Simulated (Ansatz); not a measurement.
The system is SiNi.

```
CELL_PARAMETERS angstrom
4.50369 0.00000 0.00000
0.00000 4.50369 0.00000
0.00000 0.00000 4.50369
ATOMIC_POSITIONS crystal
Ni 0.14950 0.14950 0.14950
Ni 0.64950 0.35050 0.85050
Ni 0.85050 0.64950 0.35050
Ni 0.35050 0.85050 0.64950
Si 0.84683 0.84683 0.84683
Si 0.34683 0.65317 0.15317
Si 0.15317 0.34683 0.65317
Si 0.65317 0.15317 0.34683
```

The cell is a database's computed one.

| Item | Value |
| --- | --- |
| Program | Ansatz 0.2.0 |
| Task | relaxation of cell and atoms |
| Functional | r2SCAN |
| Potentials or basis | Ansatz PAW |
| Cutoff | 500 eV (not typed: the program's choice for these potentials) |
| k mesh | 6 × 6 × 6 |
| Occupations | fermi-dirac, width 0.05 eV |
| Spin | collinear spin, ferromagnetic start |
| Starting moments | [1.0, 1.0, 1.0, 1.0, 0.0, 0.0, 0.0, 0.0] μB |

At the start: volume 11.42 Å³/atom.

Q: Where does the relaxation end?

A: It ends after 5 steps and the volume is 11.12 Å³/atom (-2.6 %); space group P2_13 (No. 198, to 0.05 Å); moment 0.00 μB per cell.

The path:
```tsv
step	energy change (eV)	largest force (eV/Å)	volume (Å³)
1	0.0000	0.0568	91.35
2	-0.0327	0.0413	89.98
3	-0.0410	0.0173	88.91
4	-0.0411	0.0016	88.98
5	-0.0396	0.0016	88.98
```

Final structure:
```yaml
crystal:
  lattice:
    - [4.46437, 0.00000, 0.00000]
    - [0.00000, 4.46437, 0.00000]
    - [0.00000, 0.00000, 4.46437]
  atoms:
    - { symbol: Ni, position: [0.14863, 0.14863, 0.14863] }
    - { symbol: Ni, position: [0.64863, 0.35137, 0.85137] }
    - { symbol: Ni, position: [0.85137, 0.64863, 0.35137] }
    - { symbol: Ni, position: [0.35137, 0.85137, 0.64863] }
    - { symbol: Si, position: [0.84696, 0.84696, 0.84696] }
    - { symbol: Si, position: [0.34696, 0.65304, 0.15304] }
    - { symbol: Si, position: [0.15304, 0.34696, 0.65304] }
    - { symbol: Si, position: [0.65304, 0.15304, 0.34696] }
```

Caveat: the magnetic or orbital state may not be the lowest; the plane-wave basis is chosen anew once the cell has moved, so the energies of steps on either side of that aren't comparable; the PAW data sets come from PBE, with cores solved anew for the run's functional, which leaves a small shift of forces and pressure; the starting moments weren't kept.
